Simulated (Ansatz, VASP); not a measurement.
Ag in VASP and in Ansatz

```xyz
1
Lattice="-1.6557 1.6557 1.6557 1.6557 -1.6557 1.6557 1.6557 1.6557 -1.6557" Properties=species:S:1:pos:R:3 pbc="T T T"
Ag    0.0000    0.0000    0.0000
```

This isn't the form of Ag at room conditions, which is fcc.

Alike in both runs: task relaxation of cell and atoms; functional PBE; k mesh 11 × 11 × 11; occupations fermi-dirac, width 0.05 eV; no spin polarisation.

```csv
,VASP,Ansatz
version,VASP 6.6.1,Ansatz 0.2.0
potentials or method,"VASP PAW PBE potentials, release 64 (Ag)",Ansatz PAW
plane-wave cutoff (eV),600,420
valence electrons in the cell,11,19
```

|  | VASP | Ansatz | Ansatz less VASP |
| --- | --- | --- | --- |
| gap on the k mesh at the Fermi level, each at its own relaxed structure (eV) | none | none | - |
| relaxed volume (Å³/atom) | 17.96 | 17.99 | +0.029 |
| relaxed cell length with the largest relative difference (Å) | 2.857 | 2.859 | +0.0015 |

A gap of «none» marks a metal or a gap that the smearing closes. The two sets of potentials don't hold the same shells in valence.

Caveats: the plane-wave basis is chosen anew once the cell has moved, so the energies of steps on either side of that aren't comparable (Ansatz).
